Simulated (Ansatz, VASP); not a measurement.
## Mo in VASP and in Ansatz

```
CELL_PARAMETERS angstrom
-1.58765 1.58765 1.58765
1.58765 -1.58765 1.58765
1.58765 1.58765 -1.58765
ATOMIC_POSITIONS crystal
Mo 0.00000 0.00000 0.00000
```

Alike in both runs: functional RPBE; k mesh 16 × 16 × 16; occupations fermi-dirac, width 0.15 eV; no spin polarisation.

Ansatz relaxed the structure, and its values are those at the end. VASP's run is a single point on that final structure, the one shown.

|  | VASP | Ansatz |
| --- | --- | --- |
| version | VASP 6.6.1 | Ansatz 0.2.0 |
| potentials or method | VASP PAW PBE potentials, release 64 (Mo_sv) | scalar-relativistic, plane waves, PAW |
| plane-wave cutoff (eV) | 520 | 420 |
| valence electrons in the cell | 14 | 14 |

```tsv
	VASP	Ansatz	Ansatz less VASP
gap on the k mesh at the Fermi level (eV)	none	none	-
pressure (GPa)	0.5	0.0	-0.48
```

A gap of «none» marks a metal or a gap that the smearing closes.

Caveats: the PAW data sets were made with another functional, which shifts forces and pressure a little (VASP).
